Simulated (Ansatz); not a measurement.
# Ti (Im-3m) in Ansatz: a series of runs

The runs below take Ti through single point, equation of state, with HSE06.

Everything below comes from runs of Ansatz 0.2.0. Logs are shortened: lines on timing, memory, paths and dates and some standing lists are left out, and cuts for length are marked.

### 1 The structure

The structure is cubic, space group Im-3m (No. 229). The conventional cell has a = 3.282 Å, b = 3.282 Å, c = 3.282 Å, α = 90.00°, β = 90.00°, γ = 90.00°. Around Ti (site symmetry m-3m) lie 8 Ti at 2.84 Å.

This isn't the form of Ti at room conditions, which is hcp.

### 2 Single point, HSE06, 16.62 Å³/atom (volume scaled by 0.94)

Input file input:

```
crystal:
  lattice:
    - [-1.6075008044, 1.6075008044, 1.6075008044]
    - [1.6075008044, -1.6075008044, 1.6075008044]
    - [1.6075008044, 1.6075008044, -1.6075008044]
  atoms:
    - { symbol: Ti, position: [0.0, 0.0, 0.0] }
hamiltonian:
  xc: hse06
  pseudopotentials: { kind: paw }
kpoints:
  mp_grid: { grid: [8, 8, 8] }
scf:
  occupations: { method: fermi_dirac, width: 0.05 }
output:
  forces: true
  stress: true
  eigenvalues: true
```

Potentials or basis: Ansatz PAW.

What it wrote:

```text
Warning: output.stress: scf.convergence.dr2_threshold = 1e-7 eV (the SCF's general default) is looser than the 1e-10 eV advised for a printed stress (1e-10 eV for each atom of the cell: 1). What an SCF threshold leaves in a stress goes as its square root, and in the free energy as the threshold itself, and one threshold admits the most on a small cell: of the crystals measured, under no hybrid functional and no lock of the moments, on runs that ended without the residual-converged pass, on stresses that held no estimate of that error, the worst erred by over 100 MPa in a component at 1e-7 eV an atom and by under 5 at 1e-10. Set scf.convergence.dr2_threshold to 1e-10 eV or tighter. The threshold is an SCF's pass mark: one that does not reach it within its budget of iterations ends unconverged, or closes short of it on a stop that the run arms, and scf.convergence.dr2_threshold's page says what that costs each kind of run
Warning: output.stress: scf.exx.energy_threshold = 1e-6 eV is looser than the 1e-8 eV advised for a stress under a hybrid functional (1e-8 eV for each atom of the cell: 1). Every SCF of the exchange loop can meet its threshold on dr2 while the loop round them stops early: no threshold on dr2 bounds what that leaves in the stress. Set scf.exx.energy_threshold to 1e-8 eV or tighter. The threshold is the loop's pass mark: a loop that does not reach it within its budget of cycles ends unconverged, and scf.exx.energy_threshold's page has the law
GPUs: using 1 of 1 available (devices: 1).
Engine: ansatz 0.2.0, x86_64-unknown-linux-gnu
Pseudopotentials: kind: paw
Pseudopotential: Ti, paw, valence charge 12, recommended cutoff 420 eV (normal), Ti.paw.azcp
Functional definition: HSE06
  parameter a = 0.25
  parameter omega = 0.11/bohr
  exchange = pbe_x - a*pbe_x_sr(omega) + a*exact_x_sr(omega)
  correlation = pbe_c
device memory: the entry about to start is reckoned to put 0.4 GiB on a device that reports 36.4 GiB free (of which the cap on the GPU budget leaves the run 18.0 GiB)
GPU FFT provider: cuFFT
GPU libraries: cuBLAS 13.8.2, cuFFT 12.4.0, cuSOLVER 12.3.4
Crystal: 1 atoms, lattice volume = 16.616 Å³
Basis set: ecut = 420 eV, 321 PW (Γ), exchange–correlation on 40×40×40 points (8 copies of the dense FFT grid, shifted against one another)
Bands: 10, of which v1, the nominal top of the filled ones, is band 6 counted from 1 (5 counted from 0)
Symmetry: 48 space group operations
Space group: Im-3m (ITA 229), of the structure as read, at distance tolerance 2.6e-5 Å
k-points: 29 of 512
Non-local potential: Ti, projectors of the file, l = 0: 3, l = 1: 2, l = 2: 3, l = 3: 1
PAW form: soft (Blöchl's): semilocal exchange-correlation on the pseudo side does not see the compensation charge
PAW frozen core: Ti, regenerated for the run's functional, and the local potential with it (the file was generated under x = pbe(κ = 0.804, μ = 0.2195149727645171), c = pbe(β = 0.06672455060314922))
PAW one-centre angular grid: Ti, 590 points (default); XC on 64 Gauss nodes
Initial density: superposition of atomic densities (neutral atoms: chi_scale 0, normalization atom), corrected by the library's trained network
Initial wavefunctions: pseudopotential atomic-orbital guess
GPU buffer pool allocated for 8000 grid points (all kernels)
GPU transforms: local potential and band sums: pruned to the plane-wave sphere, on 20×20×20
Functional: x = pbe(κ = 0.804, μ = 0.2195149727645171), c = pbe(β = 0.06672455060314922), warm-up for x = pbe(κ = 0.804, μ = 0.2195149727645171) + 0.25 (exact − pbe) at short range (hse, ω = 0.20786987370883472 Å⁻¹), c = pbe(β = 0.06672455060314922); HSE06 as pw.x's `hse` composes it (authors' and Libxc's form: `xc: wpbeh`)
SCF iter   1: F=—  HF=-2499.560679 eV  |F-HF|=—  |Δ(HF+E_count)|=         —  Δρ=1.81e-3  dr2=2.66e-4  ethr=1.77e-3  ⟨swp⟩=4.9  Hψ=1059  notcnv=0
preconditioner: auto → none  [metal: Δε(μ)=0.025 eV  Ē_g=4.315 eV  σ=0.050 eV  W_gap=0.12  n_scr=0 (ndim 8)  ℏωp=18.2 eV  f_vac=0.000  D(μ)=2.17/eV (n_scr^D=42)]
SCF iter   2: F=—  HF=-2499.560882 eV  |F-HF|=—  |Δ(HF+E_count)|=   2.02e-4  Δρ=9.10e-4  dr2=3.51e-5  ethr=2.21e-6  ⟨swp⟩=3.5  Hψ=716  notcnv=0
SCF iter   3: F=—  HF=-2499.560913 eV  |F-HF|=—  |Δ(HF+E_count)|=   3.14e-5  Δρ=2.94e-4  dr2=8.91e-6  ethr=2.93e-7  ⟨swp⟩=3.0  Hψ=640  notcnv=0
iter 4 solved again at ethr=4.52e-10 eV; its pass at ethr=7.43e-8 eV (dr2=5.43e-8 eV) is discarded
SCF iter   4: F=—  HF=-2499.560915 eV  |F-HF|=—  |Δ(HF+E_count)|=   1.59e-6  Δρ=3.98e-5  dr2=5.61e-8  ethr=4.52e-10  ⟨swp⟩=3.8  Hψ=1142  notcnv=0
SCF iter   5: F=—  HF=-2499.560915 eV  |F-HF|=—  |Δ(HF+E_count)|=   1.02e-7  Δρ=8.17e-6  dr2=4.87e-9  ethr=4.52e-10  ⟨swp⟩=3.2  Hψ=661  notcnv=0
SCF iter   6: F=-2499.560915 eV  HF=-2499.560915 eV  |F-HF|=6.73e-11  |Δ(HF+E_count)|=   2.27e-9  Δρ=1.01e-6  dr2=8.08e-11  ethr=4.06e-11  ⟨swp⟩=3.1  Hψ=613  notcnv=0
SCF 1 converged in 6 iterations: F = -2499.560915 eV  dr2 = 8.08e-11
device memory: the entry about to start is reckoned to put 1.0 GiB on a device that reports 36.0 GiB free (of which the cap on the GPU budget leaves the run 18.0 GiB)
GPU FFT provider: cuFFT
GPU libraries: cuBLAS 13.8.2, cuFFT 12.4.0, cuSOLVER 12.3.4
Initial density: handed on by an earlier stage of this run
Initial wavefunctions: those handed on with the density
GPU buffer pool allocated for 8000 grid points (all kernels)
GPU transforms: local potential and band sums: pruned to the plane-wave sphere, on 20×20×20
Functional: x = pbe(κ = 0.804, μ = 0.2195149727645171) + 0.25 (exact − pbe) at short range (hse, ω = 0.20786987370883472 Å⁻¹), c = pbe(β = 0.06672455060314922); HSE06 as pw.x's `hse` composes it (authors' and Libxc's form: `xc: wpbeh`)
Exchange kernel: α = 0.2500, screened, ω = 0.2079 Å⁻¹, Wigner–Seitz truncation, v(0) = 1046.3189 eV·Å³, q-mesh 8×8×8, nearest image of the exchange supercell L = 22.27 Å, pair-density grid 12×12×12, without the augmentation charges, whose exchange is taken in its separable form by FFT convolution over the k-point mesh (sized by the pseudopotential files, 16×16×16 at the most), smooth part of the exact exchange by density-matrix convolution in up to 2.07 GiB of GPU memory as planned if the GPU has room (build and FFT work areas not counted)
Frozen-core exchange: fock
iter 1 solved again at ethr=7.67e-4 eV; its pass at ethr=1.00e-1 eV (dr2=9.20e-2 eV) is discarded
SCF iter   1: F=—  HF=-2498.778914 eV  |F-HF|=—  |Δ(HF+E_count)|=         —  Δρ=2.90e-2  dr2=1.62e-1  ethr=7.67e-4  ⟨swp⟩=4.0  Hψ=1417  notcnv=0
eigensolver tolerance schedule calibrated: the retry pair's looser diagonalisation under-reported the residual by θ = 0.38 (0.18/decade); ethr = c·dr2/N_el runs at the constant in force after the calibration composes with the one it found (an armed cap, an earlier calibration), c = 3.2e-2
preconditioner: auto → none  [metal: Δε(μ)=0.034 eV  Ē_g=5.525 eV  σ=0.050 eV  W_gap=0.17  n_scr=0 (ndim 8)  ℏωp=18.2 eV  f_vac=0.000  D(μ)=2.26/eV (n_scr^D=42)]
SCF iter   2: F=—  HF=-2498.726209 eV  |F-HF|=—  |Δ(HF+E_count)|=   5.27e-2  Δρ=7.46e-3  dr2=9.73e-3  ethr=3.89e-4  ⟨swp⟩=4.0  Hψ=1024  notcnv=0
SCF iter   3: F=—  HF=-2498.723629 eV  |F-HF|=—  |Δ(HF+E_count)|=   2.58e-3  Δρ=1.58e-3  dr2=5.01e-3  ethr=1.62e-5  ⟨swp⟩=4.0  Hψ=1017  notcnv=0
SCF iter   4: F=—  HF=-2498.738326 eV  |F-HF|=—  |Δ(HF+E_count)|=   1.47e-2  Δρ=2.69e-3  dr2=4.12e-3  ethr=4.62e-7  ⟨swp⟩=4.7  Hψ=835  notcnv=0
SCF iter   5: F=—  HF=-2498.742489 eV  |F-HF|=—  |Δ(HF+E_count)|=   4.16e-3  Δρ=9.28e-4  dr2=1.04e-4  ethr=4.62e-7  ⟨swp⟩=4.0  Hψ=1079  notcnv=0
SCF iter   6: F=—  HF=-2498.742453 eV  |F-HF|=—  |Δ(HF+E_count)|=   3.61e-5  Δρ=3.82e-4  dr2=7.02e-5  ethr=1.30e-7  ⟨swp⟩=3.9  Hψ=686  notcnv=0
SCF iter   7: F=-2498.742578 eV  HF=-2498.742579 eV  |F-HF|=6.37e-7  |Δ(HF+E_count)|=   1.25e-4  Δρ=1.14e-4  dr2=1.05e-5  ethr=2.40e-8  ⟨swp⟩=4.2  Hψ=929  notcnv=0
SCF 2 stopped early in 7 iterations: F = -2498.742578 eV  dr2 = 1.05e-5
hybrid outer 1: dexx = +2.856e-2 eV, tail = 7.69e-5 eV
GPU FFT provider: cuFFT
GPU libraries: cuBLAS 13.8.2, cuFFT 12.4.0, cuSOLVER 12.3.4
GPU buffer pool allocated for 8000 grid points (all kernels)
GPU transforms: local potential and band sums: pruned to the plane-wave sphere, on 20×20×20
Exchange kernel: α = 0.2500, screened, ω = 0.2079 Å⁻¹, Wigner–Seitz truncation, v(0) = 1046.3189 eV·Å³, q-mesh 8×8×8, nearest image of the exchange supercell L = 22.27 Å, pair-density grid 12×12×12, without the augmentation charges, whose exchange is taken in its separable form by FFT convolution over the k-point mesh (sized by the pseudopotential files, 16×16×16 at the most), smooth part of the exact exchange by density-matrix convolution in up to 2.07 GiB of GPU memory as planned if the GPU has room (build and FFT work areas not counted)
Frozen-core exchange: fock
SCF iter   1: F=—  HF=-2498.741921 eV  |F-HF|=—  |Δ(HF+E_count)|=         —  Δρ=1.57e-4  dr2=3.91e-6  ethr=3.20e-6  ⟨swp⟩=3.0  Hψ=655  notcnv=0
preconditioner: auto → none  [metal: Δε(μ)=0.038 eV  Ē_g=5.321 eV  σ=0.050 eV  W_gap=0.19  n_scr=0 (ndim 8)  ℏωp=18.2 eV  f_vac=0.000  D(μ)=2.35/eV (n_scr^D=42)]
SCF iter   2: F=—  HF=-2498.741931 eV  |F-HF|=—  |Δ(HF+E_count)|=   1.00e-5  Δρ=1.39e-4  dr2=3.93e-6  ethr=1.50e-8  ⟨swp⟩=4.0  Hψ=642  notcnv=0
SCF iter   3: F=—  HF=-2498.741931 eV  |F-HF|=—  |Δ(HF+E_count)|=   6.53e-7  Δρ=6.98e-5  dr2=4.73e-7  ethr=1.50e-8  ⟨swp⟩=3.0  Hψ=584  notcnv=0
SCF iter   4: F=—  HF=-2498.741931 eV  |F-HF|=—  |Δ(HF+E_count)|=   3.12e-9  Δρ=2.13e-5  dr2=6.43e-8  ethr=3.50e-9  ⟨swp⟩=3.0  Hψ=543  notcnv=0
SCF iter   5: F=-2498.741931 eV  HF=-2498.741931 eV  |F-HF|=2.17e-10  |Δ(HF+E_count)|=   1.67e-8  Δρ=3.28e-6  dr2=8.76e-10  ethr=4.70e-10  ⟨swp⟩=3.1  Hψ=700  notcnv=0
SCF 3 converged in 5 iterations: F = -2498.741931 eV  dr2 = 8.76e-10
  Residual-converged pass: ⟨swp⟩=2.9  Hψ=526  notcnv=0  max |occ|·‖R‖ = 2.4e-6 eV (tolerance 2.4e-6 eV)  dr2=8.40e-10  dr2_onsite=1.89e-10  max |Δocc| = 7.8e-11
hybrid outer 2: dexx = +1.462e-5 eV, tail = 4.01e-8 eV, Δε = 7.85e-3 eV (about 2.01e-4 eV left of the loop's levels)
hybrid SCF converged: 2 outer / 12 inner (+6 warm-up), last move |dexx| = 1.46e-5 eV, tail = 4.01e-8 eV
Stability not checked: this state was not tested for a lower state beside it, because the functional holds exact exchange (a hybrid, or Hartree-Fock), whose exchange loop this test does not read (fock_operator; see scf.lower_state_search)
Free energy (F): -2498.741930 eV
Frozen-core exchange: fock
Harris-Foulkes:  -2498.741930 eV  (|F-HF|=2.17e-10)
Internal energy: -2498.724188 eV  (E = F + TS)
E sigma→0 (E₀):  -2498.733059 eV
Entropy (-TS):   -0.017742 eV (-17.742 meV/atom)
Fermi energy:    13.880789 eV
--- Per-component energies (eV) ---
  E_band       = -178.431441
  E_kinetic    = 273.064186
  E_local      = -778.781162  (includes V_loc(G=0)·N_el)
  E_nonlocal   = 5.305339
  E_hartree    = 319.389610
  E_xc         = -79.170682
  E_vxc        = -98.100229  (∫ρ·V_xc dr)
  E_exx        = -39.101725  (= α·E_x^exact, valence–valence)
  E_paw        = -1025.677088  (= ΣΔE_a)
  E_vpaw       = -140.496151  (= ΣTr[D̂ρ^β])
  E_aug_tail   = 0.000128  (compensation charges beyond the density's cutoff)
  E_ewald      = -1173.580858
  E_core_change = -0.171938  (= ΣΔE_core)
  E_smearing   = -0.017742  (= −TS)
  E_closure    = 0.000001  (closes the sum)
  Σ components = -2498.741930   (vs F -2498.741930, Δ=0.00e0)
--- Forces (eV/Å), atoms counted from 1 ---
  atom   1  Ti    -0.00000000     0.00000000    -0.00000000
  max |Σ_I F_I| component: 5.47e-28 eV/Å
--- Stress (GPa, compression-positive) ---
        4.090554       0.000000      -0.000000
        0.000000       4.090554       0.000000
        0.000000      -0.000000       4.090554
  P = ⅓ Tr σ = 4.0906 GPa (40.906 kbar)
--- Band table (eV; the first three rows and the last of 29) ---
  k-point 0: bands = ["-47.4922", "-21.6320", "-21.6320", "-21.6320", "6.6266", "15.5515", "15.5515", "15.5515", "17.5177", "17.5177"]
  k-point 1: bands = ["-47.4676", "-21.7614", "-21.6689", "-21.6329", "7.2423", "15.2333", "15.3723", "15.9799", "17.2246", "17.5199"]
  k-point 2: bands = ["-47.4078", "-22.0648", "-21.7568", "-21.6348", "8.8322", "14.5083", "14.5931", "17.1388", "17.1747", "17.5824"]
  k-point 28: bands = ["-47.2100", "-22.1798", "-22.1798", "-22.1798", "10.9933", "10.9933", "18.9211", "18.9211", "18.9211", "23.1697"]
```

Run time: 30 s. Hardware: 1 × NVIDIA H100 80GB HBM3 with 2 threads of AMD EPYC 7R13 (Zen 3), shared host; peak memory 1.9 GiB.

What came out:

* Free energy: -2498.7419 eV
* Pressure: 4.1 GPa
* Band gap on the k mesh: none (metal or under the smearing width)

Caveat: the PAW data sets come from PBE, with cores solved anew for the run's functional, which leaves a small shift of forces and pressure; the thresholds are loose for stress.

### 3 Single point, HSE06, 16.97 Å³/atom (volume scaled by 0.96)

input: that of step 2 with these lines changed.

```diff
@@ -2,5 +2,5 @@
   lattice:
-    - [-1.6075008044, 1.6075008044, 1.6075008044]
-    - [1.6075008044, -1.6075008044, 1.6075008044]
-    - [1.6075008044, 1.6075008044, -1.6075008044]
+    - [-1.6188216056, 1.6188216056, 1.6188216056]
+    - [1.6188216056, -1.6188216056, 1.6188216056]
+    - [1.6188216056, 1.6188216056, -1.6188216056]
   atoms:
```

Potentials or basis: Ansatz PAW.

Wall time 39 s (1 × NVIDIA H100 80GB HBM3 with 2 threads of AMD EPYC 7R13 (Zen 3), shared host); peak memory 1.9 GiB.

The run converged. Its results:

```
Free energy            : -2498.7481 eV
Pressure               : 1.5 GPa
Band gap on the k mesh : none (metal or under the smearing width)
```

Caveat: the PAW data sets come from PBE, with cores solved anew for the run's functional, which leaves a small shift of forces and pressure; the thresholds are loose for stress.

### 4 Single point, HSE06, 17.32 Å³/atom (volume scaled by 0.98)

Input file input:

```
crystal:
  lattice:
    - [-1.6299862453, 1.6299862453, 1.6299862453]
    - [1.6299862453, -1.6299862453, 1.6299862453]
    - [1.6299862453, 1.6299862453, -1.6299862453]
  atoms:
    - { symbol: Ti, position: [0.0, 0.0, 0.0] }
hamiltonian:
  xc: hse06
  pseudopotentials: { kind: paw }
kpoints:
  mp_grid: { grid: [8, 8, 8] }
scf:
  occupations: { method: fermi_dirac, width: 0.05 }
output:
  forces: true
  stress: true
  eigenvalues: true
  write_density: true
  write_potential: true
  elf: true
  volumetric_format: npy
```

Wall time 24 s (1 × NVIDIA H100 80GB HBM3 with 2 threads of AMD EPYC 7R13 (Zen 3), shared host); peak memory 1.9 GiB.

Results (log left out):

```
Free energy            : -2498.7488 eV
Pressure               : -0.9 GPa
Band gap on the k mesh : none (metal or under the smearing width)
```

Caveat: the PAW data sets come from PBE, with cores solved anew for the run's functional, which leaves a small shift of forces and pressure; the thresholds are loose for stress.

### 5 Single point, HSE06, 17.68 Å³/atom

input: that of step 4 with these lines changed.

```diff
@@ -2,5 +2,5 @@
   lattice:
-    - [-1.6299862453, 1.6299862453, 1.6299862453]
-    - [1.6299862453, -1.6299862453, 1.6299862453]
-    - [1.6299862453, 1.6299862453, -1.6299862453]
+    - [-1.641, 1.641, 1.641]
+    - [1.641, -1.641, 1.641]
+    - [1.641, 1.641, -1.641]
   atoms:
```

Run time: 22 s. Hardware: 1 × NVIDIA H100 80GB HBM3 with 2 threads of AMD EPYC 7R13 (Zen 3), shared host; peak memory 1.9 GiB.

It converged, with:

```
Free energy            : -2498.7443 eV
Pressure               : -3.1 GPa
Band gap on the k mesh : none (metal or under the smearing width)
```

Caveat: the PAW data sets come from PBE, with cores solved anew for the run's functional, which leaves a small shift of forces and pressure; the thresholds are loose for stress.

### 6 Single point, HSE06, 18.03 Å³/atom (volume scaled by 1.02)

Input file input:

```
crystal:
  lattice:
    - [-1.6518678664, 1.6518678664, 1.6518678664]
    - [1.6518678664, -1.6518678664, 1.6518678664]
    - [1.6518678664, 1.6518678664, -1.6518678664]
  atoms:
    - { symbol: Ti, position: [0.0, 0.0, 0.0] }
hamiltonian:
  xc: hse06
  pseudopotentials: { kind: paw }
kpoints:
  mp_grid: { grid: [8, 8, 8] }
scf:
  occupations: { method: fermi_dirac, width: 0.05 }
output:
  forces: true
  stress: true
  eigenvalues: true
```

Potentials or basis: Ansatz PAW.

Wall time 16 s (1 × NVIDIA H100 80GB HBM3 with 2 threads of AMD EPYC 7R13 (Zen 3), shared host); peak memory 1.9 GiB.

Results (log left out):

* Free energy: -2498.7353 eV
* Pressure: -5.1 GPa
* Band gap on the k mesh: none (metal or under the smearing width)

Caveat: the PAW data sets come from PBE, with cores solved anew for the run's functional, which leaves a small shift of forces and pressure; the thresholds are loose for stress.

### 7 Single point, HSE06, 18.38 Å³/atom (volume scaled by 1.04)

input: that of step 6 with these lines changed.

```diff
@@ -2,5 +2,5 @@
   lattice:
-    - [-1.6518678664, 1.6518678664, 1.6518678664]
-    - [1.6518678664, -1.6518678664, 1.6518678664]
-    - [1.6518678664, 1.6518678664, -1.6518678664]
+    - [-1.6625945817, 1.6625945817, 1.6625945817]
+    - [1.6625945817, -1.6625945817, 1.6625945817]
+    - [1.6625945817, 1.6625945817, -1.6625945817]
   atoms:
```

Wall time 24 s (1 × NVIDIA H100 80GB HBM3 with 2 threads of AMD EPYC 7R13 (Zen 3), shared host); peak memory 1.9 GiB.

It converged, with:

- Free energy: -2498.7221 eV
- Pressure: -6.8 GPa
- Band gap on the k mesh: none (metal or under the smearing width)

Caveat: the PAW data sets come from PBE, with cores solved anew for the run's functional, which leaves a small shift of forces and pressure; the thresholds are loose for stress.

### 8 Single point, HSE06, 18.74 Å³/atom (volume scaled by 1.06)

input: that of step 7 with these lines changed.

```diff
@@ -2,5 +2,5 @@
   lattice:
-    - [-1.6625945817, 1.6625945817, 1.6625945817]
-    - [1.6625945817, -1.6625945817, 1.6625945817]
-    - [1.6625945817, 1.6625945817, -1.6625945817]
+    - [-1.6731846416, 1.6731846416, 1.6731846416]
+    - [1.6731846416, -1.6731846416, 1.6731846416]
+    - [1.6731846416, 1.6731846416, -1.6731846416]
   atoms:
```

It took 26 s on 1 × NVIDIA H100 80GB HBM3 with 2 threads of AMD EPYC 7R13 (Zen 3), shared host; peak memory 1.9 GiB.

It converged, with:

* Free energy: -2498.7052 eV
* Pressure: -8.5 GPa
* Band gap on the k mesh: none (metal or under the smearing width)

Caveat: the PAW data sets come from PBE, with cores solved anew for the run's functional, which leaves a small shift of forces and pressure; the thresholds are loose for stress.

### 9 Equation of state, HSE06

Potentials or basis: Ansatz PAW.

This step only gathers the single runs of the series.

What came out:

```yaml
Equilibrium_volume: 17.19 Å³/atom
Bulk_modulus: 116 GPa
Pressure_derivative_of_the_bulk_modulus: 3.9
```

Energy against volume, from the lowest point:
| volume (Å³/atom) | energy (meV/atom) |
| --- | --- |
| 16.616 | 6.85 |
| 16.969 | 0.67 |
| 17.323 | 0.00 |
| 17.676 | 4.46 |
| 18.030 | 13.49 |
| 18.383 | 26.66 |
| 18.737 | 43.56 |

Caveat: the PAW data sets were made with another functional, which shifts forces and pressure a little.
